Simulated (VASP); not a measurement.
KCl (Sylvite): relaxation of cell and atoms with PBEsol

KCl (Sylvite):

```
K Cl
1.0
     0.00000    3.14647    3.14647
     3.14647    0.00000    3.14647
     3.14647    3.14647    0.00000
K Cl
1 1
Direct
  0.00000 0.00000 0.00000
  0.50000 0.50000 0.50000
```

```yaml
Program: VASP 6.6.1
Task: relaxation of cell and atoms
Functional: PBEsol
Potentials_or_basis: VASP PAW PBE potentials, release 64 (K_sv, Cl)
Cutoff: 600 eV
k_mesh: 8 × 8 × 8
Occupations: gaussian, width 0.03 eV
Spin: no spin polarisation
Further_INCAR_settings: ALGO = Normal; EDIFF = 1e-06; IBRION = 2; EDIFFG = -0.01; NSW = 90; ISIF = 3
```

| Quantity | Value |
| --- | --- |
| Relaxed volume | 30.58 Å³/atom |
| Relaxed cell | a = 4.422 Å, b = 4.422 Å, c = 4.422 Å, α = 60.00°, β = 60.00°, γ = 60.00° |
| Space group after relaxing (to 0.05 Å) | Fm-3m (No. 225) |
| Energy gained by relaxing | 0.6 meV/atom |
| Ionic steps | 3 |
| Pressure after relaxing | 0.0 GPa |
| Band gap on the k mesh | 5.08 eV, direct |

The path:
```tsv
step	energy change (eV)	largest force (eV/Å)	pressure (GPa)	volume (Å³)
1	0.0000	0.0000	-0.34	62.30
2	-0.0010	0.0000	-0.18	61.71
3	-0.0013	0.0000	-0.01	61.15
```

Final structure:
```
K Cl
1.0
     0.00000    3.12700    3.12700
     3.12700    0.00000    3.12700
     3.12700    3.12700    0.00000
K Cl
1 1
Direct
  0.00000 0.00000 0.00000
  0.50000 0.50000 0.50000
```

Levels at points of the mesh, in eV from the valence-band top:
```csv
k point,band 5,band 6,band 7,band 8,band 9,band 10,band 11,band 12
"(0.00, 0.00, 0.00)",-10.53,0.00,0.00,0.00,5.08,8.30,8.30,8.30
"(0.50, 0.00, 0.00)",-10.28,-1.12,-0.35,-0.35,7.48,8.56,10.54,10.54
"(0.50, 0.50, 0.00)",-10.59,-0.69,-0.23,-0.23,6.38,8.31,10.01,10.22
```

It took 33 s on 1 thread of Intel(R) Xeon(R) Platinum 8488C (Sapphire Rapids), with other jobs on the host, peak memory 0.22 GiB.

Caveat: the PAW data sets were made with another functional, which shifts forces and pressure a little. A k mesh can miss the band edges.
